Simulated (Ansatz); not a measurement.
Input of an Ansatz 0.2.0 run:

Contents of input.yaml:

```yaml
crystal:
  lattice:
    - [-1.726539, 1.775547, 2.338342]
    - [1.726539, -1.775547, 2.338342]
    - [1.726539, 1.775547, -2.338342]
  atoms:
    - { symbol: Sn, position: [0.0, 0.0, 0.0] }
hamiltonian:
  xc: pbe
  pseudopotentials: { kind: paw }
  dispersion: d3bj
kpoints:
  mp_grid: { grid: [11, 11, 11] }
scf:
  occupations: { method: fermi_dirac, width: 0.05 }
output:
  forces: true
  stress: true
  eigenvalues: true
relax:
  f_tol: 0.01
  max_steps: 40
  cell: { stress_tol: 0.05 }
```

Potentials or basis: Ansatz PAW.

Run with:

```bash
$ ansatz run input.yaml --threads 2 --pin off --max-ram 5632MiB --backend cpu --events-out ev --progress --plain --runs-dir out
```

Question: Estimate the space group after relaxing (to 0.05 Å).

Answer: I4/mmm (No. 139).

Question: Predict the band gap on the k mesh.

Answer: None (metal or under the smearing width).

Step by step:
| step | energy change (eV) | largest force (eV/Å) | volume (Å³) |
| --- | --- | --- | --- |
| 1 | 0.0000 | 0.0000 | 28.67 |
| 2 | -0.0213 | 0.0000 | 26.76 |
| 3 | -0.0218 | 0.0000 | 26.81 |
| 4 | -0.0219 | 0.0000 | 26.84 |
| 5 | -0.0219 | 0.0000 | 26.84 |
| 6 | -0.0215 | 0.0000 | 26.84 |

Caveat: the plane-wave basis is chosen anew once the cell has moved, so the energies of steps on either side of that aren't comparable; pairwise dispersion overbinds metals, which lowers pressure and volume.
